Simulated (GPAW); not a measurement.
# Er in GPAW: convergence with plane-wave cutoff (eV)

Crystal: Er.

```xyz
1
Lattice="0.0000 2.4798 2.4798 2.4798 0.0000 2.4798 2.4798 2.4798 0.0000" Properties=species:S:1:pos:R:3 pbc="T T T"
Er    0.0000    0.0000    0.0000
```

This isn't the form of Er at room conditions, which is hcp.

```yaml
Program: GPAW 26.7.0
Task: convergence study
Functional: LDA
Potentials_or_basis: the program's PAW data sets (release 1.2.1) made for this functional
Cutoff: 300 eV
Basis: pw
k_mesh: 7 × 7 × 7
Occupations: fermi-dirac, width 0.05 eV
Spin: collinear spin, ferromagnetic start
Starting_moments: "[3.0] μB"
```

These are the settings of the first run; the series varies plane-wave cutoff (eV), with any setting tied to it.

Hardware: 1 thread of Arm Neoverse V2, with other jobs on the host.

| plane-wave cutoff (eV) | energy less the tightest run, at zero smearing (meV/atom) | pressure (GPa) | largest site moment (μB) | SCF cycles | CPU time (s) | peak memory (GiB) |
| --- | --- | --- | --- | --- | --- | --- |
| 300 | 341.23 | -3.01 | 2.30 | 18 | 16 | 0.14 |
| 350 | 280.54 | -3.99 | 2.30 | 19 | 18 | 0.15 |
| 400 | 175.30 | -4.61 | 2.29 | 17 | 25 | 0.15 |
| 500 | 45.79 | -2.24 | 2.29 | 18 | 25 | 0.16 |
| 600 | 34.08 | -1.70 | 2.29 | 18 | 28 | 0.17 |
| 700 | 17.93 | -1.94 | 2.28 | 18 | 48 | 0.19 |
| 800 | 6.90 | -1.60 | 2.28 | 17 | 49 | 0.2 |
| 1000 | 3.41 | -1.60 | 2.28 | 18 | 71 | 0.22 |
| 1200 | 0.00 | -1.49 | 2.28 | 18 | 97 | 0.26 |

Against the tightest run, the largest site moment stays within 0.02 μB from 300 on. Not settled before the last step: the energy (to 1 meV/atom), the pressure (to 0.1 GPa). The tightest run that finished is the yardstick and may itself not be fully converged.

Caveat, for the tightest run too: one-centre terms of the f shell are cut off; the magnetic or orbital state may not be the lowest. The state reached can hang on the start; a lower one may exist.
